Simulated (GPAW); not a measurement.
# Sb (P6_3/mmc) in GPAW: single point with LDA

Aim: the single point of Sb with LDA.

Program: GPAW 26.7.0. These are calculated values, not measurements. Logs are shortened: lines on timing, memory, paths and dates and some standing lists are left out, and cuts for length are marked. The log counts tension as positive stress, the text compression.

### 1 The crystal as given

Symmetry: P6_3/mmc, No. 194, hexagonal system. Conventional cell: a = 3.355 Å, b = 3.355 Å, c = 5.470 Å, α = 90.00°, β = 90.00°, γ = 120.00°. Around Sb (site symmetry -6m2) lie 12 Sb at 3.35 Å.

This isn't the form of Sb at room conditions, which is rhombohedral.

### 2 Single point, LDA

File run.py:

```python
from ase.dft.bandgap import bandgap
from ase.io import read, write
from ase.units import GPa
from gpaw import GPAW, PW

atoms = read('Sb.cif')

calc = GPAW(mode=PW(400),
            xc='LDA',
            kpts={'size': (7, 7, 4), 'gamma': True},
            occupations={'name': 'fermi-dirac', 'width': 0.05},
            nbands=25,
            maxiter=120,
            txt='gpaw.txt')
atoms.calc = calc
energy = atoms.get_potential_energy()
forces = atoms.get_forces()
stress = atoms.get_stress()
calc.write('gs.gpw')
write('result.traj', atoms)
print(f'Energy: {energy:.6f} eV')
print('Forces (eV/A):')
print(forces.round(4))
print('Stress (GPa):', (stress / GPa).round(3))
print('Fermi level:', round(calc.get_fermi_level(), 4), 'eV')
print(f'Gap: {bandgap(calc)[0]:.4f} eV, direct: {bandgap(calc, direct=True)[0]:.4f} eV')
```

File Sb.cif:

```cif
data_Sb
_cell_length_a 3.35453242
_cell_length_b 3.35453242
_cell_length_c 5.47016065
_cell_angle_alpha 90.00000000
_cell_angle_beta 90.00000000
_cell_angle_gamma 120.00000000
_space_group_name_H-M_alt 'P6_3/mmc'
_space_group_name_Hall '-P 6c 2c'
_space_group_IT_number 194
loop_
_space_group_symop_operation_xyz
'x,y,z'
'-x,-y,-z'
'x-y,x,z+1/2'
'-x+y,-x,-z+1/2'
'-y,x-y,z'
'y,-x+y,-z'
'-x,-y,z+1/2'
'x,y,-z+1/2'
'-x+y,-x,z'
'x-y,x,-z'
'y,-x+y,z+1/2'
'-y,x-y,-z+1/2'
'-y,-x,-z+1/2'
'y,x,z+1/2'
'-x,-x+y,-z'
'x,x-y,z'
'-x+y,y,-z+1/2'
'x-y,-y,z+1/2'
'y,x,-z'
'-y,-x,z'
'x,x-y,-z+1/2'
'-x,-x+y,z+1/2'
'x-y,-y,-z'
'-x+y,y,z'
loop_
_atom_site_label
_atom_site_type_symbol
_atom_site_symmetry_multiplicity
_atom_site_Wyckoff_symbol
_atom_site_fract_x
_atom_site_fract_y
_atom_site_fract_z
_atom_site_occupancy
Sb1 Sb 2 c 0.6666666667 0.3333333333 0.7500000000 1
```

Potentials or basis: the program's PAW data sets (release 1.2.1) made for this functional, pw.

Started as:

```console
$ OMP_NUM_THREADS=1 python run.py
```

gpaw.txt:

```text
__  _  _
 | _ |_)|_||  |
 |__||  | ||/\| - 26.7.0

Input parameters:
  mode=PW(ecut=400.0),
  kpts=MonkhorstPack(size=(7, 7, 4), gamma=True),
  maxiter=120,
  nbands=25,
  occupations=Occupations(name='fermi-dirac', width=0.05),
  xc=XC(name='LDA')

Diagonalizing LCAO Hamiltonian
Converting LCAO to pw mode

           Sb

        Sb

Atoms  # Å, Bohr magnetons
|   | symbol |         x |        y |        z |    initial magnetic moments |
|---|--------|-----------|----------|----------|-----------------------------|
| 0 |     Sb |  1.677266 | 0.968370 | 4.102620 | ( 0.0000,  0.0000,  0.0000) |
| 1 |     Sb | -0.000000 | 1.936740 | 1.367540 | ( 0.0000,  0.0000,  0.0000) |

Unit cell  # Å
| periodic |         x |        y |        z |  lengths |     angles |
|----------|-----------|----------|----------|----------|------------|
|      yes |  3.354532 | 0.000000 | 0.000000 | 3.354532 |  90.000000 |
|      yes | -1.677266 | 2.905110 | 0.000000 | 3.354532 |  90.000000 |
|      yes |  0.000000 | 0.000000 | 5.470161 | 5.470161 | 120.000000 |

Number of symmetries: 12
Symmetry operations  # r_c * U_cc + t_c -> r_c
|    | kind |            matrix            |
|----|------|------------------------------|
|  0 |  σ   |  1, 1, 0,  0,-1, 0,  0, 0, 1 |
|  1 |  S6  |  1, 1, 0, -1, 0, 0,  0, 0,-1 |
|  2 |  E   |  1, 0, 0,  0, 1, 0,  0, 0, 1 |
|  3 |  C2  |  1, 0, 0, -1,-1, 0,  0, 0,-1 |
|  4 |  C2  |  0, 1, 0,  1, 0, 0,  0, 0,-1 |
|  5 |  C3  |  0, 1, 0, -1,-1, 0,  0, 0, 1 |
|  6 |  S6  |  0,-1, 0,  1, 1, 0,  0, 0,-1 |
|  7 |  σ   |  0,-1, 0, -1, 0, 0,  0, 0, 1 |
|  8 |  σ   | -1, 0, 0,  1, 1, 0,  0, 0, 1 |
|  9 |  i   | -1, 0, 0,  0,-1, 0,  0, 0,-1 |
| 10 |  C3  | -1,-1, 0,  1, 0, 0,  0, 0, 1 |
| 11 |  C2  | -1,-1, 0,  0, 1, 0,  0, 0,-1 |

BZ-sampling:
  Number of BZ points: 196
  Number of IBZ points: 28

  Monkhorst-Pack size: [7, 7, 4]
  Monkhorst-Pack shift: [0.0, 0.0, 0.125]

K-points  # in reciprocal-cell coordinates
|     |                                coordinates |     weight |
|-----|--------------------------------------------|------------|
|   0 | (  0.00000000,   0.00000000,   0.00000000) | 0.00510204 |
|   1 | (  0.00000000,   0.00000000,   0.25000000) | 0.01020408 |
|   2 | (  0.00000000,   0.00000000,   0.50000000) | 0.00510204 |
|   3 | (  0.14285714,   0.00000000,  -0.25000000) | 0.03061224 |
|   4 | (  0.14285714,   0.00000000,   0.00000000) | 0.03061224 |
|   5 | (  0.14285714,   0.00000000,   0.25000000) | 0.03061224 |
|   6 | (  0.14285714,   0.00000000,   0.50000000) | 0.03061224 |
|   7 | (  0.28571429,  -0.14285714,   0.00000000) | 0.03061224 |
|   8 | (  0.28571429,  -0.14285714,   0.25000000) | 0.06122449 |
|   9 | (  0.28571429,  -0.14285714,   0.50000000) | 0.03061224 |
| ... |                                            |            |
|  27 | (  0.42857143,   0.42857143,   0.50000000) | 0.03061224 |

Plane wave coefficients: 1002
Cutoff: 400.0 eV

Spin-components: 1 (collinear spins)
Bands:           25
Projectors:      12
Spin-degeneracy: 2
Datatype:        complex128

Parallelization:
  kpt:    1
  domain: 1
  band:   1

Density:
  Valence electrons: 30.0
  Components: 1
  Grid points: [16 16 27]
  Charge: 0.0  # |e|

Potential:
  Grid points: [16 16 27]

species:
  Sb:
    name:    Antimony
    Z:       51.0
    valence: 15
    core:    36
    charge:  0.0  # [|e|]
    compensation charges:
      type: gauss
      rc: 0.36  # [Å]
      lmax: 2
    cutoffs:
      filter: 2.23  # [Å]
      core: 2.23  # [Å]
    projectors
    | kind |    occ | energy [eV] | rcut [Å] |
    |------|--------|-------------|----------|
    |   5s |  2.000 |     -13.069 |    1.154 |
    |   5p |  3.000 |      -4.994 |    1.233 |
    |   4d | 10.000 |     -33.564 |    1.196 |
    |    s |        |      14.142 |    1.154 |
    |    p |        |      22.217 |    1.233 |
    |    d |        |      -6.353 |    1.196 |

    Using partial waves for Sb as LCAO basis

Reference energy: -352264.872612  # eV

eigensolver:
  PPCG
  Converge bands: occupied
  niter=2

density mixing:
  MSR1-Mixer
  Pratt-step length: 0.05
  Maximum mixing coefficient: 0.75
  Old densities: 10
  SVD Regularization: 0.005
  Good broyden scale: 1.0
  Trust region scale: 1.0
  Backstep threshold: 4.0
  History deletion threshold: 6.0
  Fourier metric: weight=20.0, sigma=0.015

occupation numbers:
  Fermi-Dirac:
    width: 0.0500  # eV

poisson solver:
  ecut: 3200.0  # eV

xc functional:
  name: None

convergence criteria:
- Maximum [total energy] change in last 3 cyles: 0.0005 eV / valence electron
- Maximum integral of absolute [dens]ity change: 0.0001 electrons / valence electron
- Maximum integral of absolute [eigenst]ate change: 4e-08 eV^2 / valence electron
maximum number of iterations: 120

SCF iterations
|iter     | |      energy | eigst |  dens |
|---------|-|-------------|-------|-------|
|iter:   1| |   -9.454591 | +0.20 |       |
|iter:   2| |   -9.457460 | -2.32 | -1.87 |
|iter:   3| |   -9.437815 | -2.75 | -1.90 |
|iter:   4| |   -9.437479 | -4.51 | -2.58 |
|iter:   5| |   -9.437482c| -5.38 | -3.01 |
|iter:   6| |   -9.437486c| -6.30 | -3.65 |
|iter:   7| |   -9.437486c| -7.34 | -4.51c|
|iter:   8| |   -9.437486c| -8.09c| -5.06c|

Converged in 8 steps
Energy contributions relative to reference atoms: (reference = -352264.872612)

Energy contributions:
  Kinetic:           1.032464
  Coulomb:          -1.726881
  Zero:              0.442304
  External:          0.000000
  Xc:               -9.178776
  Entropy:          -0.013193
  Spinorbit:         0.000000
  ----------------------------
  Free energy:      -9.444082
  Extrapolated:     -9.437486

dipole moment: (-0.000000, -0.000001, -0.000001)  # |e|*Ang

Fermi level: 7.801
Eigenvalues  # (at kpt = [0.000, 0.000, 0.000])
| band index |      eig [eV] | occ [0-2] |
|------------|---------------|-----------|
|          0 |       -21.220 |     2.000 |
|        ... |               |           |
|          5 |       -21.190 |     2.000 |
|          6 |       -21.190 |     2.000 |
|          7 |       -21.190 |     2.000 |
|          8 |       -21.130 |     2.000 |
|          9 |       -21.130 |     2.000 |
|         10 |        -5.077 |     2.000 |
[... 8 lines left out ...]
|         19 |        17.183 |     0.000 |
|         20 |        18.423 |     0.000 |
|        ... |               |           |
|         24 |        20.214 |     0.000 |

No gap
No difference between direct/indirect transitions

Forces  # eV/Ang
|        x |        y |        z |
|----------|----------|----------|
|  0.00000 | -0.00000 | -0.00020 |  # Sb   0
| -0.00000 |  0.00000 |  0.00020 |  # Sb   1

Stress tensor  # eV/Ang^3
|         x |         y |         z |
|-----------|-----------|-----------|
|  0.041039 |  0.000000 |  0.000000 |
| -0.000000 |  0.041039 | -0.000000 |
|  0.000000 | -0.000000 |  0.048940 |

# Writing to gs.gpw (mode='')
```

Run time: 7.8 s. Hardware: 1 thread of Arm Neoverse V2, shared host; peak memory 0.14 GiB.

The run converged, but some of its settings lie outside the range that counts as converged, so its numbers aren't taken as properties of the crystal.

Results:

```
Free energy            : -9.4441 eV
Pressure               : -7.0 GPa
Band gap on the k mesh : none (metal or under the smearing width)
```

Caveat: the cutoff is short for stress and forces, so pressures can be off by a GPa or more.
